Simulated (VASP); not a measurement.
# AlN in VASP: one cell, several levels of theory, part 2 of 2

The system is AlN in the rocksalt structure, a generated structure that needn't be the ground state.

VASP 6.6.1, plane waves, PAW.

## Step 3: r2SCAN

INCAR reads:

```
ENCUT = 520.000000
SIGMA = 0.010000
EDIFF = 1.00e-07
ALGO = Normal
METAGGA = R2SCAN
PREC = Accurate
IBRION = -1
ISIF = 2
ISMEAR = 0
NBANDS = 11
NELM = 120
NSW = 0
LASPH = .TRUE.
LCHARG = .FALSE.
LWAVE = .FALSE.
LREAL = .FALSE.
```

KPOINTS reads:

```
KPOINTS created by Atomic Simulation Environment
0
Gamma
10 10 10
0 0 0
```

KPOINTS_OPT reads:

```
special points
7
Reciprocal
0.0000000000 0.0000000000 0.0000000000 1
0.5000000000 0.0000000000 0.5000000000 1
0.6250000000 0.2500000000 0.6250000000 1
0.3750000000 0.3750000000 0.7500000000 1
0.5000000000 0.5000000000 0.5000000000 1
0.5000000000 0.2500000000 0.7500000000 1
0.0000000000 0.5000000000 0.5000000000 1
```

POSCAR reads:

```
Al N
 1.0000000000000000
     0.0000000000000000    1.9583023986000001    1.9583023986000001
     1.9583023986000001    0.0000000000000000    1.9583023986000001
     1.9583023986000001    1.9583023986000001    0.0000000000000000
 Al  N
   1   1
Cartesian
  0.0000000000000000  0.0000000000000000  0.0000000000000000
  1.9583023985999999  1.9583023985999999  1.9583023985999999
```

Started as:

```console
mpirun -np 1 vasp_std
```

Standard output, without the iteration lines:

```text
POSCAR found type information on POSCAR AlN
 POSCAR found :  2 types and       2 ions
 -----------------------------------------------------------------------------
|                                                                             |
|                                                                             |
|     You enforced a specific xc type in the INCAR file but a different       |
|     I HOPE YOU KNOW WHAT YOU ARE DOING!                                     |
|                                                                             |
 -----------------------------------------------------------------------------

 LDA part: xc-table for (None), standard interpolation
 POSCAR, INCAR and KPOINTS ok, starting setup
 FFT: planning ... GRIDC
 FFT: planning ... GRID_SOFT
 FFT: planning ... GRID
 WAVECAR not read
 entering main loop
 Start KPOINTS_OPT (optional k-point list driver)
k-point batch [1-7\7]
```

OSZICAR:

```text
N       E                     dE             d eps       ncg     rms          rms(c)
DAV:   1     0.566655634997E+01    0.56666E+01   -0.40572E+03  1066   0.637E+02
DAV:   2    -0.217719453520E+02   -0.27439E+02   -0.26653E+02  1275   0.148E+02
DAV:   3    -0.224544309806E+02   -0.68249E+00   -0.68155E+00  1251   0.217E+01
DAV:   4    -0.224570977576E+02   -0.26668E-02   -0.26665E-02  1184   0.145E+00
DAV:   5    -0.224571209302E+02   -0.23173E-04   -0.23172E-04  1214   0.128E-01    0.844E+00
DAV:   6    -0.187250440122E+02    0.37321E+01   -0.51550E+00  1112   0.127E+01    0.393E+00
DAV:   7    -0.187577908289E+02   -0.32747E-01   -0.48530E-01  1175   0.487E+00    0.216E+00
DAV:   8    -0.187765132119E+02   -0.18722E-01   -0.36260E-02  1121   0.146E+00    0.176E-01
DAV:   9    -0.187764943379E+02    0.18874E-04   -0.14912E-03  1254   0.271E-01    0.871E-02
DAV:  10    -0.187766732130E+02   -0.17888E-03   -0.23359E-04  1157   0.125E-01    0.436E-02
DAV:  11    -0.187766567463E+02    0.16467E-04   -0.25108E-05  1221   0.311E-02    0.656E-03
DAV:  12    -0.187766571343E+02   -0.38799E-06   -0.95123E-07  1145   0.902E-03    0.196E-03
DAV:  13    -0.187766576528E+02   -0.51852E-06   -0.16346E-08   625   0.111E-03    0.648E-04
DAV:  14    -0.187766575413E+02    0.11157E-06   -0.23964E-09   586   0.429E-04    0.303E-04
DAV:  15    -0.187766575215E+02    0.19791E-07   -0.48004E-10   586   0.191E-04
   1 F= -.18776658E+02 E0= -.18776658E+02  d E =-.716621-171
       N       E                     dE             ncg
DAV:   1     0.852330838445E+03   -0.23921E+04      154
DAV:   2     0.677361661209E+03   -0.17497E+03      195
DAV:   3     0.672478636630E+03   -0.48830E+01      189
DAV:   4     0.672459270208E+03   -0.19366E-01      181
DAV:   5     0.672459059572E+03   -0.21064E-03      190
DAV:   6     0.672459056571E+03   -0.30012E-05      178
DAV:   7     0.672459056523E+03   -0.47572E-07      190
```

From OUTCAR:

```text
k-points           NKPTS =     47   k-points in BZ     NKDIM =     47   number of bands    NBANDS=     11

   NELECT =       8.0000    total number of electrons

   dimension x,y,z NGX =    24 NGY =   24 NGZ =   24
   dimension x,y,z NGXF=    48 NGYF=   48 NGZF=   48

  energy-cutoff  :      520.00
  volume of cell :       15.02
      direct lattice vectors                 reciprocal lattice vectors
     0.000000000  1.958302399  1.958302399    -0.255323182  0.255323182  0.255323182
     1.958302399  0.000000000  1.958302399     0.255323182 -0.255323182  0.255323182
     1.958302399  1.958302399  0.000000000     0.255323182  0.255323182 -0.255323182

 k-points in reciprocal lattice and weights: KPOINTS created by Atomic Simulation Env
   0.00000000  0.00000000  0.00000000       0.001
   0.10000000  0.00000000  0.00000000       0.008
   0.20000000  0.00000000  0.00000000       0.008
   0.30000000  0.00000000  0.00000000       0.008
   0.40000000  0.00000000  0.00000000       0.008
   0.50000000  0.00000000  0.00000000       0.004
   0.10000000  0.10000000  0.00000000       0.006
   0.20000000  0.10000000  0.00000000       0.024
[... 39 more k-points ...]

 E-fermi :  11.2483

 k-point     1 :       0.0000    0.0000    0.0000
  band No.  band energies     occupation
      1      -8.2623      2.00000
      2      11.0525      2.00000
      3      11.0525      2.00000
      4      11.0525      2.00000
      5      19.0749      0.00000
      6      24.2852      0.00000
      7      24.2852      0.00000
      8      24.2852      0.00000
      9      30.3464      0.00000
     10      30.3825      0.00000
     11      30.3825      0.00000

 k-point     2 :       0.1000    0.0000    0.0000
  band No.  band energies     occupation
      1      -8.0336      2.00000
      2      10.0019      2.00000
      3      10.8983      2.00000
      4      10.8983      2.00000
      5      19.6420      0.00000
      6      23.4767      0.00000
      7      24.6589      0.00000
      8      24.6589      0.00000
      9      29.2284      0.00000
     10      29.2284      0.00000
     11      31.9456      0.00000

 k-point     3 :       0.2000    0.0000    0.0000
  band No.  band energies     occupation
      1      -7.3686      2.00000
      2       7.6780      2.00000
      3      10.5253      2.00000
      4      10.5253      2.00000
      5      19.9128      0.00000
      6      23.4770      0.00000
      7      25.1327      0.00000
      8      25.1327      0.00000
      9      28.5751      0.00000
     10      28.5751      0.00000
     11      31.7108      0.00000

 k-point     4 :       0.3000    0.0000    0.0000
  band No.  band energies     occupation
      1      -6.3488      2.00000
      2       5.0962      2.00000
      3      10.1135      2.00000
      4      10.1135      2.00000
      5      19.2803      0.00000
      6      24.6351      0.00000
      7      24.6351      0.00000
      8      25.0186      0.00000
      9      30.1026      0.00000
     10      30.1026      0.00000
     11      30.7409      0.00000

 k-point     5 :       0.4000    0.0000    0.0000
  band No.  band energies     occupation
      1      -5.2129      2.00000
      2       2.9132      2.00000
      3       9.8112      2.00000
      4       9.8112      2.00000
      5      18.7738      0.00000
      6      24.0179      0.00000
      7      24.0179      0.00000
      8      26.5497      0.00000
      9      30.0086      0.00000
     10      32.6374      0.00000
     11      32.6374      0.00000

 k-point     6 :       0.5000    0.0000    0.0000
  band No.  band energies     occupation
      1      -4.6211      2.00000
      2       1.9573      2.00000
      3       9.7016      2.00000
      4       9.7016      2.00000
      5      18.6021      0.00000
      6      23.7863      0.00000
      7      23.7863      0.00000
      8      27.1814      0.00000
      9      29.7540      0.00000
     10      34.2331      0.00000
     11      34.2331      0.00000

 k-point     7 :       0.1000    0.1000    0.0000
  band No.  band energies     occupation
      1      -7.9579      2.00000
      2      10.1027      2.00000
      3      10.6295      2.00000
      4      10.6295      2.00000
      5      19.9204      0.00000
      6      22.6547      0.00000
      7      25.0953      0.00000
      8      25.0953      0.00000
      9      27.5891      0.00000
     10      30.7405      0.00000
     11      32.7810      0.00000

 k-point     8 :       0.2000    0.1000    0.0000
  band No.  band energies     occupation
      1      -7.4398      2.00000
      2       8.3754      2.00000
      3      10.1900      2.00000
      4      10.3295      2.00000
      5      20.5591      0.00000
      6      21.9742      0.00000
      7      25.2504      0.00000
      8      25.8331      0.00000
      9      26.8463      0.00000
     10      30.4062      0.00000
     11      33.2651      0.00000

 k-point     9 :       0.3000    0.1000    0.0000
  band No.  band energies     occupation
      1      -6.5366      2.00000
      2       5.9767      2.00000
      3       9.7746      2.00000
      4       9.8338      2.00000
      5      20.0384      0.00000
      6      23.2981      0.00000
      7      24.1178      0.00000
      8      25.6866      0.00000
      9      28.5035      0.00000
     10      31.2946      0.00000
     11      32.4753      0.00000

 k-point    10 :       0.4000    0.1000    0.0000
  band No.  band energies     occupation
      1      -5.4167      2.00000
      2       3.6960      2.00000
      3       9.3069      2.00000
      4       9.5186      2.00000
      5      19.5371      0.00000
      6      23.1577      0.00000
      7      24.9474      0.00000
      8      25.3437      0.00000
      9      30.5241      0.00000
     10      31.9023      0.00000
     11      33.4296      0.00000

 k-point    11 :       0.5000    0.1000    0.0000
  band No.  band energies     occupation
      1      -4.5637      2.00000
      2       2.2760      2.00000
      3       8.9301      2.00000
      4       9.4870      2.00000
      5      19.3476      0.00000
      6      22.8465      0.00000
      7      24.3958      0.00000
      8      26.6826      0.00000
      9      31.1995      0.00000
     10      32.9099      0.00000
     11      34.5059      0.00000

 k-point    12 :      -0.4000    0.1000    0.0000
  band No.  band energies     occupation
      1      -4.7671      2.00000
      2       2.5996      2.00000
      3       8.7969      2.00000
      4       9.6863      2.00000
      5      19.4600      0.00000
      6      23.0639      0.00000
      7      24.2699      0.00000
      8      26.5132      0.00000
      9      31.4181      0.00000
     10      32.3812      0.00000
     11      33.7403      0.00000

 k-point    13 :      -0.3000    0.1000    0.0000
  band No.  band energies     occupation
      1      -5.7956      2.00000
      2       4.4150      2.00000
      3       8.9458      2.00000
      4      10.0662      2.00000
      5      19.8648      0.00000
      6      23.6689      0.00000
      7      24.6289      0.00000
      8      25.1426      0.00000
      9      29.4815      0.00000
     10      31.9204      0.00000
     11      32.6561      0.00000

 k-point    14 :      -0.2000    0.1000    0.0000
  band No.  band energies     occupation
      1      -6.8743      2.00000
      2       6.7856      2.00000
      3       9.3833      2.00000
      4      10.5129      2.00000
      5      20.4874      0.00000
      6      22.9744      0.00000
      7      25.0204      0.00000
      8      25.3618      0.00000
      9      27.2367      0.00000
     10      30.5855      0.00000
     11      32.9167      0.00000

 k-point    15 :      -0.1000    0.1000    0.0000
  band No.  band energies     occupation
      1      -7.6598      2.00000
      2       8.9037      2.00000
      3      10.1279      2.00000
      4      10.8489      2.00000
      5      20.3571      0.00000
      6      22.5820      0.00000
      7      25.0851      0.00000
      8      25.3758      0.00000
      9      27.4097      0.00000
     10      29.5412      0.00000
     11      33.2010      0.00000

 k-point    16 :       0.2000    0.2000    0.0000
  band No.  band energies     occupation
      1      -7.0798      2.00000
      2       8.0539      2.00000
      3       9.6931      2.00000
      4       9.6931      2.00000
      5      20.2650      0.00000
      6      21.2229      0.00000
      7      24.6561      0.00000
      8      27.0110      0.00000
      9      27.0110      0.00000
     10      31.7906      0.00000
     11      35.4963      0.00000

[... the tables of k-points 17 to 47 left out ...]

  Total        2.7441530      2.7441530      2.7441530     -0.0000000      0.0000000     -0.0000000
  in kB      292.7181480    292.7181480    292.7181480     -0.0000000      0.0000000     -0.0000000
  external PRESSURE =     292.7181480 kB  Pullay stress =       0.0000000 kB

 POSITION                                       TOTAL-FORCE (eV/Angst)
 -----------------------------------------------------------------------------------
      0.00000      0.00000      0.00000        -0.000000      0.000000      0.000000
      1.95830      1.95830      1.95830         0.000000     -0.000000     -0.000000
 -----------------------------------------------------------------------------------
    total drift:                               -0.000000     -0.000000      0.000000

  FREE ENERGIE OF THE ION-ELECTRON SYSTEM (eV)
  ---------------------------------------------------
  free  energy   TOTEN  =       -18.7766575215 eV

  energy  without entropy=      -18.7766575215  energy(sigma->0) =      -18.77665752
```

Hardware: 1 MPI rank of Intel Xeon Platinum 8488C, shared host.

The levels at the points of KPOINTS_OPT are read from vasprun.xml.

Band energies at the special points (eV, zero at the top of v, the last band that the electrons fill by count):

| point | v−1 | v | c | c+1 |
| --- | --- | --- | --- | --- |
| Γ | 0.00 | 0.00 | 8.02 | 13.23 |
| X | -3.16 | -3.16 | 5.81 | 6.49 |
| U | -5.99 | -2.64 | 7.30 | 10.87 |
| K | -5.99 | -2.64 | 7.30 | 10.87 |
| L | -1.35 | -1.35 | 7.55 | 12.73 |
| W | -6.38 | -4.22 | 10.15 | 12.20 |

Gap with r2SCAN: 5.81 eV, valence top at Γ, conduction bottom at X. Least direct gap: 8.02 eV. Pressure: 29.27 GPa; the forces vanish within 0.01 eV/Å.

## Step 4: Results

The summary covers parts 1 to 2.

```
 level  gap (eV)  pressure (GPa)  Ansatz: gap (eV)  Ansatz: pressure (GPa)
   PBE      5.12           36.28              5.11                   36.62
r2SCAN      5.81           29.27              5.84                   30.14
```

In words: The gap runs from 5.12 eV (PBE) to 5.81 eV (r2SCAN). The pressure is highest with PBE (36.3 GPa) and lowest with r2SCAN (29.3 GPa), which orders the cells that they would relax to. The two programs agree on the gap within 0.05 eV, far less than the spread between functionals. The two codes have different PAW datasets and cutoffs.
